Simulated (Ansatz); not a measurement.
## Cu: strain energy, fitted

Cu, I4/mmm, a = 2.951 Å, c = 2.759 Å. This isn't the element's structure at ambient conditions. Ansatz: PBE, PAW, 420 eV, Γ-centred 14×14×16 mesh on 2 atoms, Gaussian smearing 0.10 eV; no spin polarisation. Series: strain along c alone, the other axes held, atoms fixed by symmetry; x is the strain in per cent. y is the free energy over the unstrained cell, V0 = 12.014 Å³/atom.

| x (%) | y (meV/atom) |
| --- | --- |
| -3.0 | 5.25 |
| -2.0 | 2.29 |
| -1.0 | 0.59 |
| 0.0 | 0.00 |
| 1.0 | ? |
| 2.0 | 1.86 |
| 3.0 | 4.27 |

**Question.** Fit y = c2 x² + c3 x³ to the other rows, turn c2 into a modulus, and predict the missing energy.

**Answer.** Least squares on the rows shown. y = 0.5274 x² − 0.01888 x³. In eV per unit strain² c2 is 5.274; this is C33 with relaxed ions (E = ½ C33 V0 ε²): 2 × 5.274 × 160.2 / (12.014) = 141 GPa. The unstrained cell keeps some stress along the strain, worth a slope of -0.07 meV/atom per %, which the form leaves out. At x = 1.0 the fit asked for gives 0.51 meV/atom. The run gave 0.43 meV/atom, so the fit is 0.08 meV/atom too high, within twice the rms miss on the fitted rows (0.05 meV/atom).